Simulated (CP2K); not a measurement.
**BP under changes of volume**

One of the cells (11.682 Å³/atom); the others are scaled copies at fixed shape and fractional positions:

```
CELL_PARAMETERS angstrom
3.20885 0.00000 0.00000
1.60443 2.77895 0.00000
1.60443 0.92632 2.62002
ATOMIC_POSITIONS crystal
P 0.75000 0.75000 0.75000
B 0.00000 0.00000 0.00000
```

```yaml
Program: CP2K 2026.2
Functional: r2SCAN
Potentials_or_basis: POTENTIAL_UZH P GTH-SCAN-q5, B GTH-SCAN-q3; TZVP-MOLOPT-SCAN-GTH basis
Density_cutoff: 9184 eV
k_mesh: 10 × 10 × 10
Occupations: fermi-dirac, width 0.05 eV
Spin: no spin polarisation
```

```csv
volume (Å³/atom),energy over the lowest point (meV/atom),pressure (GPa),gap on the mesh (eV)
10.981,?,?,?
11.214,6.44,5.9,1.47
11.448,0.58,2.1,1.50
11.682,0.00,-1.3,1.52
11.915,4.21,-4.4,1.55
12.149,12.79,-7.3,1.57
12.383,25.31,-9.9,1.59
```

What does the run at 10.981 Å³/atom give?

Energy over the lowest point 18.14 meV/atom; pressure 10.1 GPa; gap on the mesh 1.44 eV.

Worked out: A Birch-Murnaghan fit of order 3 (a polynomial in V^(-2/3)) to the other rows has its minimum at 11.59 Å³/atom with B0 = V·E''(V) = 169 GPa and B' = 3.9. It gives 18.09 meV/atom at 10.981 Å³/atom, against the run's 18.14, and -dE/dV = 10.1 GPa, against 10.1. A straight line through the other rows of the gap, of slope 1.21 eV per unit of ln V, extrapolates to 1.45 eV, against the run's 1.44.

Energies are extrapolated to zero smearing.

Caveats: the basis of atomic orbitals isn't converged, which shifts pressures, moduli and gaps.

A mesh can miss the band edges.
